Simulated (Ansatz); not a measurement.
LiCl (zincblende), relaxed with r2SCAN in the PAW code Ansatz: it is cubic, F-43m (No. 216); a = 5.466 Å in the conventional setting, 20.41 Å³ an atom. Li is surrounded by 4 Cl at 2.37 Å; Cl is surrounded by 4 Li at 2.37 Å. The cell was then strained (x, y and z are the cube axes), with the atoms relaxed again; stress is positive in compression. Spin-unpolarised throughout. Whether this structure exists isn't addressed.

- Uniaxial +0.5 % along z, other directions held: r2SCAN's stress changes by -0.16 GPa along the strain and -0.11 GPa across it.
- Epitaxial strain of -0.49 % in the (001) plane: the free normal strain is +0.73 % and the in-plane stress changes by +0.11 GPa.
- In that film r2SCAN's threefold valence top at Γ splits as 2+1 from the top, by 0.024 eV.

Q: Estimate C₁₁, C₁₂ and the bulk modulus from the uniaxial step.

A: With compression positive, C₁₁ ≈ −Δσ∥/ε = (+0.16)/(+0.0050) = 32 GPa and C₁₂ ≈ (+0.11)/(+0.0050) = 22 GPa; B = (C₁₁ + 2C₁₂)/3 = 25 GPa. A one-sided step carries third-order terms: it reads low by some per cent.

Q: What do the film's normal strain and stress say about the elastic constants?

A: ε⊥/ε∥ = (+0.0073)/(-0.0049) = -1.49, which linear elasticity sets to −2C₁₂/C₁₁ = -1.38 from the uniaxial step. The biaxial modulus is M = −Δσ/ε∥ = 22 GPa (C₁₁ + C₁₂ − 2C₁₂²/C₁₁ = 24 GPa).

Q: How much elastic energy does the film store, with 20.41 Å³ an atom?

A: u = M ε∥² = −Δσ ε∥ = -0.11 × (-0.0049) = 0.0005 GPa, and 1 GPa Å³ is 6.2415 meV: 0.07 meV an atom. The total energies of the two runs differ by 0.08 meV an atom.

Q: Extract the shear deformation potential b.

A: Without spin-orbit coupling the splitting is 3|b| |ε_zz − ε_xx| = 3|b| × 0.0122, so |b| = 0.024/0.0366 = 0.66 eV.
